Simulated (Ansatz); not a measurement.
# Cr (P-1) in Ansatz: convergence with scf convergence dr2 threshold

Aim: find how far scf convergence dr2 threshold must go before the results for Cr settle, at r2SCAN. This setting moves, with any that are tied to it; all else stays.

Program: Ansatz 0.2.0. These are calculated values, not measurements. Logs are shortened: lines on timing, memory, paths and dates and some standing lists are left out, and cuts for length are marked.

### 1 Starting point

The typed cell holds 1 atom: a = 2.564 Å, b = 2.575 Å, c = 2.614 Å, α = 60.73°, β = 61.16°, γ = 60.86°.

This isn't the form of Cr at room conditions, which is bcc.

### 2 With scf convergence dr2 threshold 0.01

input.yaml

```yaml
crystal:
  lattice:
    - [-0.01742837, 1.81563267, 1.81065737]
    - [1.83100899, -0.01704057, 1.81026957]
    - [1.85589832, 1.84013421, -0.04192991]
  atoms:
    - { symbol: Cr, position: [0.0, 0.0, 0.0], spin: 3.0 }
hamiltonian:
  xc: r2scan
  pseudopotentials: { kind: nc }
magnetization:
  spin_polarized: true
kpoints:
  mp_grid: { grid: [9, 9, 9] }
scf:
  occupations: { method: gaussian, width: 0.1 }
  convergence: { dr2_threshold: 0.01 }
output:
  forces: true
  stress: true
  eigenvalues: true
```

Potentials or basis: Ansatz NC.

Started as:

```console
> ansatz run input.yaml --threads 2 --pin off --max-ram 5632MiB --backend cpu --events-out ev --progress --plain --runs-dir out
```

Log:

```text
Warning: scf.convergence.dr2_threshold = 1e-2 eV is looser than this run's default, which is 1e-7 eV or tighter. The error in the forces grows as the threshold's square root, so leave the key out unless less accurate forces are enough
Warning: output.stress: scf.convergence.dr2_threshold = 1e-2 eV is looser than the 1e-10 eV advised for a printed stress (1e-10 eV for each atom of the cell: 1). What an SCF threshold leaves in a stress goes as its square root, and in the free energy as the threshold itself, and one threshold admits the most on a small cell: of the crystals measured, under no hybrid functional and no lock of the moments, on runs that ended without the residual-converged pass, on stresses that held no estimate of that error, the worst erred by over 100 MPa in a component at 1e-7 eV an atom and by under 5 at 1e-10. Set scf.convergence.dr2_threshold to 1e-10 eV or tighter. The threshold is an SCF's pass mark: one that does not reach it within its budget of iterations ends unconverged, or closes short of it on a stop that the run arms, and scf.convergence.dr2_threshold's page says what that costs each kind of run
Warning: RAYON_NUM_THREADS=2 ignored (pool sized by the plan → 2); use --threads N
Engine: ansatz 0.2.0, aarch64-unknown-linux-gnu
Pseudopotentials: kind: nc
Pseudopotential: Cr, nc, valence charge 14, recommended cutoff 1278.935154 eV (normal), Cr.nc.azcp
Functional definition: r2SCAN
  parameter k0 = 0.174
  parameter k1 = 0.065
  parameter a1 = 4.9479
  exchange = r2scan_x(k0 = k0, k1 = k1, a1 = a1)
  correlation = r2scan_c
Crystal: 1 atoms, lattice volume = 12.455 Å³
Basis set: ecut = 1278.935154 eV, 1293 PW (Γ), exchange–correlation on 120×128×128 points (64 copies of the dense FFT grid, shifted against one another)
Bands: 13, of which v1, the nominal top of the filled ones, is band 7 counted from 1 (6 counted from 0)
Symmetry: 2 space group operations
Space group: P-1 (ITA 2), of the structure as read, at distance tolerance 2.3e-5 Å
Magnetic group: BNS 2.4 (UNI 4), of the structure as read, at distance tolerance 2.3e-5 Å
k-points: 365 of 729
Non-local potential: Cr, projectors of the file, l = 0: 2, l = 1: 2, l = 2: 2, l = 3: 1
Initial density: superposition of atomic densities (chi_scale 0.1, normalization cell)
Starting moments: Σ|m| = 3 μB on 1 of 1 site
Initial wavefunctions: pseudopotential atomic-orbital guess
Functional: x = r2scan, c = r2scan; τ floored in thin density (d = 2e-4 eV/Å³)
SCF iter   1: F=—  HF=-2637.789828 eV  |F-HF|=—  |Δ(HF+E_count)|=         —  Δρ=2.35e-1 (↑2.35e-1 ↓8.47e-2)  dr2=4.29e0  dr2_τ=4.07e0  dr2_m=2.35e0  M=1.788 μB ∫|m|=1.791 μB  β_m=0.30  ethr=3.10e-3  ⟨swp⟩=5.6  Hψ=54670  notcnv=0
preconditioner: auto → none  [metal: Δε(μ)=0.006 eV  Ē_g=12.014 eV  σ=0.100 eV  W_gap=0.03  n_scr=0 (ndim 8)  ℏωp=25.8 eV  f_vac=0.000  D(μ)=1.04/eV (n_scr^D=14)]
SCF iter   2: F=—  HF=-2636.999641 eV  |F-HF|=—  |Δ(HF+E_count)|=   7.90e-1  Δρ=8.86e-2 (↑8.86e-2 ↓8.09e-2)  dr2=2.26e-1  dr2_τ=1.27e0  dr2_m=7.41e-1  M=1.948 μB ∫|m|=1.955 μB  β_m=0.30  ethr=3.10e-3  ⟨swp⟩=3.0  Hψ=26133  notcnv=0  defer=1113  κ⁻¹=1.0e0(r=1)
spin-set hold released at iteration 2 (site moments show no strong build): the magnetisation degrees of freedom join the quasi-Newton model from the next iteration; the mixer history was kept
SCF iter   3: F=—  HF=-2637.141361 eV  |F-HF|=—  |Δ(HF+E_count)|=   1.42e-1  Δρ=6.55e-2 (↑5.68e-2 ↓6.55e-2)  dr2=4.71e-2  dr2_τ=6.40e-2  dr2_m=4.00e-1  M=1.900 μB ∫|m|=1.911 μB  β_m=1.20  ethr=1.61e-3  ⟨swp⟩=2.8  Hψ=15339  notcnv=0  defer=1056  κ⁻¹=5.9e-2(r=2)
SCF iter   4: F=—  HF=-2637.287543 eV  |F-HF|=—  |Δ(HF+E_count)|=   1.46e-1  Δρ=2.04e-2 (↑2.04e-2 ↓1.98e-2)  dr2=1.05e-2  dr2_τ=2.77e-1  dr2_m=3.70e-2  M=1.618 μB ∫|m|=1.639 μB  β_m=1.20  ethr=3.37e-4  ⟨swp⟩=2.0  Hψ=16632  notcnv=0  defer=1056  κ⁻¹=1.7e-2(r=3)
SCF iter   5: F=—  HF=-2637.315583 eV  |F-HF|=—  |Δ(HF+E_count)|=   2.80e-2  Δρ=1.92e-2 (↑1.92e-2 ↓1.59e-2)  dr2=9.21e-3  dr2_τ=1.05e-1  dr2_m=2.59e-2  M=1.378 μB ∫|m|=1.400 μB  β_m=1.20  ethr=7.48e-5  ⟨swp⟩=2.0  Hψ=12330  notcnv=0  defer=1056  κ⁻¹=1.4e-3(r=4)
SCF iter   6: F=—  HF=-2637.360681 eV  |F-HF|=—  |Δ(HF+E_count)|=   4.51e-2  Δρ=1.72e-2 (↑1.72e-2 ↓1.27e-2)  dr2=4.70e-3  dr2_τ=5.11e-2  dr2_m=1.52e-2  M=0.926 μB ∫|m|=0.950 μB  β_m=1.20  ethr=6.58e-5  ⟨swp⟩=9.6  Hψ=64944  notcnv=0  κ⁻¹=3.5e-4(r=5)
SCF iter   7: F=—  HF=-2637.379749 eV  |F-HF|=—  |Δ(HF+E_count)|=   1.91e-2  Δρ=1.38e-2 (↑1.38e-2 ↓1.07e-2)  dr2=5.89e-3  dr2_τ=2.36e-2  dr2_m=6.68e-3  M=0.725 μB ∫|m|=0.749 μB  β_m=1.20  ethr=3.36e-5  ⟨swp⟩=8.1  Hψ=59687  notcnv=0  κ⁻¹=1.9e-4(r=6)
[... 7 lines left out ...]
SCF iter  15: F=—  HF=-2637.416732 eV  |F-HF|=—  |Δ(HF+E_count)|=   5.83e-4  Δρ=9.73e-4 (↑9.73e-4 ↓7.79e-4)  dr2=2.34e-5  dr2_τ=1.01e-4  dr2_m=3.83e-5  M=0.279 μB ∫|m|=0.300 μB  β_m=1.20  ethr=4.23e-7  ⟨swp⟩=6.0  Hψ=52797  notcnv=0  κ⁻¹=1.1e-4(r=8)
SCF iter  16: F=-2637.416812 eV  HF=-2637.416808 eV  |F-HF|=3.48e-6  |Δ(HF+E_count)|=   7.60e-5  Δρ=3.13e-4 (↑2.12e-4 ↓3.13e-4)  dr2=2.36e-6  dr2_τ=6.08e-6  dr2_m=3.54e-6  M=0.273 μB ∫|m|=0.298 μB  ethr=1.67e-7  ⟨swp⟩=5.4  Hψ=50384  notcnv=0
SCF 1 converged in 16 iterations: F = -2637.416812 eV  dr2 = 2.36e-6
this state was not tested for a lower state beside it, because the mixer in use, unlike msr1, does not test its closes by its own steps (another_mixer; see scf.mixing.algorithm and scf.lower_state_search)
SCF converged after 16 iterations
Magnetization: 0.2733 μB (7.1367 up, 6.8633 down)
Absolute magnetization: 0.2976 μB (∫|ρ↑−ρ↓|)
Spin contamination: 0.0152 ħ² per cell (⟨S²⟩ above its minimum at these occupations)
Per-site moments (μB) at R_I (Å): [(0.264008060614349, 1.0577473168849205)]
Free energy (F): -2637.416812 eV
Harris-Foulkes:  -2637.416808 eV  (|F-HF|=3.48e-6)
Internal energy: -2637.411261 eV  (E = F + TS)
E sigma→0 (E₀):  -2637.414036 eV
Entropy (-TS):   -0.005551 eV (-5.551 meV/atom)
Fermi energy:    17.613223 eV
--- Per-component energies (eV) ---
  E_band       = -181.361859
  E_kinetic    = 1072.564911
  E_local      = -1702.125137  (includes V_loc(G=0)·N_el)
  E_nonlocal   = -162.427307
  E_hartree    = 515.307982
  E_xc         = -602.603651
  E_vxc        = -450.565558  (∫ρ·V_xc dr)
  E_vtau       = 30.576687  (kinetic-family band-sum trace: ∫τ·v_τ [+ j·A + Jᵃ·Aᵃ] dr)
  E_ewald      = -1758.128058
  E_smearing   = -0.005551  (= −TS)
  E_closure    = -0.000000  (closes the sum)
  Σ components = -2637.416812   (vs F -2637.416812, Δ=0.00e0)
--- Forces (eV/Å), atoms counted from 1 ---
  atom   1  Cr     0.00000000     0.00000000     0.00000000
  max |Σ_I F_I| component: 0.00e0 eV/Å
--- Stress (GPa, compression-positive) ---
      -12.542492      -0.470348      -3.421683
       -0.470348     -15.099886      -3.397188
       -3.421683      -3.397188     -16.615610
  P = ⅓ Tr σ = -14.7527 GPa (-147.527 kbar)
--- Band table (eV; the first three rows and the last of 730) ---
  k-point 0 ↑: bands = ["-57.0051", "-26.7229", "-26.6905", "-26.6811", "9.6493", "16.8884", "16.9659", "17.0102", "18.8780", "18.9366", "37.7045", "42.8845", "43.4916"]
  k-point 1 ↑: bands = ["-56.9894", "-26.8078", "-26.7005", "-26.6919", "10.1268", "16.6952", "17.0961", "17.1417", "18.8118", "18.8755", "37.2713", "40.1939", "43.5572"]
  k-point 2 ↑: bands = ["-56.9495", "-27.0212", "-26.7256", "-26.7180", "11.4093", "16.3236", "17.2887", "17.3337", "18.8381", "18.9083", "33.9381", "38.9046", "43.6279"]
  k-point 364 ↓: bands = ["-56.4793", "-27.0612", "-26.4902", "-26.4434", "14.0387", "16.8468", "17.3476", "17.6935", "20.1031", "21.5232", "26.9477", "36.1242", "40.3367"]
```

It took 91 s on 2 threads of Arm Neoverse V2, shared host; peak memory 0.73 GiB.

What came out:

| Item | Value |
| --- | --- |
| Free energy | -2637.4168 eV |
| Pressure | -14.8 GPa |
| Band gap on the k mesh | none (metal or under the smearing width) |
| Net moment | 0.27 μB per cell |
| Absolute moment | 0.30 μB per cell |
| Site moments | Cr +0.26 μB |

### 3 With scf convergence dr2 threshold 0.001

Changes to input.yaml since step 2:

```diff
@@ -16,3 +16,3 @@
   occupations: { method: gaussian, width: 0.1 }
-  convergence: { dr2_threshold: 0.01 }
+  convergence: { dr2_threshold: 0.001 }
 output:
```

Potentials or basis: Ansatz NC.

Started as:

```console
> ansatz run input.yaml --threads 2 --pin off --max-ram 5632MiB --backend cpu --events-out ev --progress --plain --runs-dir out
```

Run time: 78 s. Hardware: 2 threads of Arm Neoverse V2, shared host; peak memory 0.73 GiB.

What came out:

| Quantity | Value |
| --- | --- |
| Free energy | -2637.4168 eV |
| Pressure | -14.7 GPa |
| Band gap on the k mesh | none (metal or under the smearing width) |
| Net moment | 0.27 μB per cell |
| Absolute moment | 0.30 μB per cell |
| Site moments | Cr +0.26 μB |

### 4 With scf convergence dr2 threshold 0.0001

Changes to input.yaml since step 3:

```diff
@@ -16,3 +16,3 @@
   occupations: { method: gaussian, width: 0.1 }
-  convergence: { dr2_threshold: 0.001 }
+  convergence: { dr2_threshold: 0.0001 }
 output:
```

Started as:

```console
> ansatz run input.yaml --threads 2 --pin off --max-ram 5632MiB --backend cpu --events-out ev --progress --plain --runs-dir out
```

Wall time 73 s (2 threads of Arm Neoverse V2, shared host); peak memory 0.73 GiB.

Results:

- Free energy: -2637.4168 eV
- Pressure: -14.7 GPa
- Band gap on the k mesh: none (metal or under the smearing width)
- Net moment: 0.27 μB per cell
- Absolute moment: 0.30 μB per cell
- Site moments: Cr +0.26 μB

### 5 With scf convergence dr2 threshold 1e-05

Changes to input.yaml since step 4:

```diff
@@ -16,3 +16,3 @@
   occupations: { method: gaussian, width: 0.1 }
-  convergence: { dr2_threshold: 0.0001 }
+  convergence: { dr2_threshold: 1.0e-05 }
 output:
```

Started as:

```console
> ansatz run input.yaml --threads 2 --pin off --max-ram 5632MiB --backend cpu --events-out ev --progress --plain --runs-dir out
```

Run time: 78 s. Hardware: 2 threads of Arm Neoverse V2, shared host; peak memory 0.72 GiB.

What came out:

```yaml
Free_energy: -2637.4168 eV
Pressure: -14.7 GPa
Band_gap_on_the_k_mesh: none (metal or under the smearing width)
Net_moment: 0.27 μB per cell
Absolute_moment: 0.30 μB per cell
Site_moments: Cr +0.26 μB
```

### 6 With scf convergence dr2 threshold 1e-06

Changes to input.yaml since step 5:

```diff
@@ -16,3 +16,3 @@
   occupations: { method: gaussian, width: 0.1 }
-  convergence: { dr2_threshold: 1.0e-05 }
+  convergence: { dr2_threshold: 1.0e-06 }
 output:
```

Potentials or basis: Ansatz NC.

Started as:

```console
> ansatz run input.yaml --threads 2 --pin off --max-ram 5632MiB --backend cpu --events-out ev --progress --plain --runs-dir out
```

It took 83 s on 2 threads of Arm Neoverse V2, shared host; peak memory 0.72 GiB.

It converged, with:

```
Free energy            : -2637.4168 eV
Pressure               : -14.7 GPa
Band gap on the k mesh : none (metal or under the smearing width)
Net moment             : 0.27 μB per cell
Absolute moment        : 0.30 μB per cell
Site moments           : Cr +0.26 μB
```

### 7 With scf convergence dr2 threshold 1e-07

Changes to input.yaml since step 6:

```diff
@@ -16,3 +16,3 @@
   occupations: { method: gaussian, width: 0.1 }
-  convergence: { dr2_threshold: 1.0e-06 }
+  convergence: { dr2_threshold: 1.0e-07 }
 output:
```

Started as:

```console
> ansatz run input.yaml --threads 2 --pin off --max-ram 5632MiB --backend cpu --events-out ev --progress --plain --runs-dir out
```

Run time: 81 s. Hardware: 2 threads of Arm Neoverse V2, shared host; peak memory 0.72 GiB.

It converged, with:

```
Free energy            : -2637.4168 eV
Pressure               : -14.7 GPa
Band gap on the k mesh : none (metal or under the smearing width)
Net moment             : 0.27 μB per cell
Absolute moment        : 0.30 μB per cell
Site moments           : Cr +0.26 μB
```

### 8 With scf convergence dr2 threshold 1e-09

Changes to input.yaml since step 7:

```diff
@@ -16,3 +16,3 @@
   occupations: { method: gaussian, width: 0.1 }
-  convergence: { dr2_threshold: 1.0e-07 }
+  convergence: { dr2_threshold: 1.0e-09 }
 output:
```

Started as:

```console
> ansatz run input.yaml --threads 2 --pin off --max-ram 5632MiB --backend cpu --events-out ev --progress --plain --runs-dir out
```

Wall time 69 s (2 threads of Arm Neoverse V2, shared host); peak memory 0.72 GiB.

The run converged. Its results:

```yaml
Free_energy: -2637.4168 eV
Pressure: -14.7 GPa
Band_gap_on_the_k_mesh: none (metal or under the smearing width)
Net_moment: 0.27 μB per cell
Absolute_moment: 0.30 μB per cell
Site_moments: Cr +0.26 μB
```

### 9 With scf convergence dr2 threshold 1e-11

Changes to input.yaml since step 8:

```diff
@@ -16,3 +16,3 @@
   occupations: { method: gaussian, width: 0.1 }
-  convergence: { dr2_threshold: 1.0e-09 }
+  convergence: { dr2_threshold: 1.0e-11 }
 output:
```

Potentials or basis: Ansatz NC.

Started as:

```console
> ansatz run input.yaml --threads 2 --pin off --max-ram 5632MiB --backend cpu --events-out ev --progress --plain --runs-dir out
```

Wall time 81 s (2 threads of Arm Neoverse V2, shared host); peak memory 0.73 GiB.

Results (log left out):

```yaml
Free_energy: -2637.4168 eV
Pressure: -14.7 GPa
Band_gap_on_the_k_mesh: none (metal or under the smearing width)
Net_moment: 0.27 μB per cell
Absolute_moment: 0.30 μB per cell
Site_moments: Cr +0.26 μB
```

### 10 The series at a glance

| scf convergence dr2 threshold | energy less the tightest run, at zero smearing (meV/atom) | SCF cycles | CPU time (s) | peak memory (GiB) |
| --- | --- | --- | --- | --- |
| 0.01 | 0.03 | 16 | 180 | 0.73 |
| 0.001 | 0.00 | 18 | 150 | 0.73 |
| 0.0001 | -0.01 | 20 | 140 | 0.73 |
| 1e-05 | 0.00 | 22 | 150 | 0.72 |
| 1e-06 | 0.00 | 24 | 160 | 0.72 |
| 1e-07 | 0.00 | 26 | 160 | 0.72 |
| 1e-09 | 0.00 | 26 | 140 | 0.72 |
| 1e-11 | 0.00 | 30 | 160 | 0.73 |

Against the tightest run, the energy stays within 1 meV/atom from 0.01 on. The tightest run that finished is the yardstick and may itself not be fully converged.

Caveats: the magnetic or orbital state may not be the lowest; the potentials were made for another functional, which shifts forces and pressure; the starting moments weren't kept.
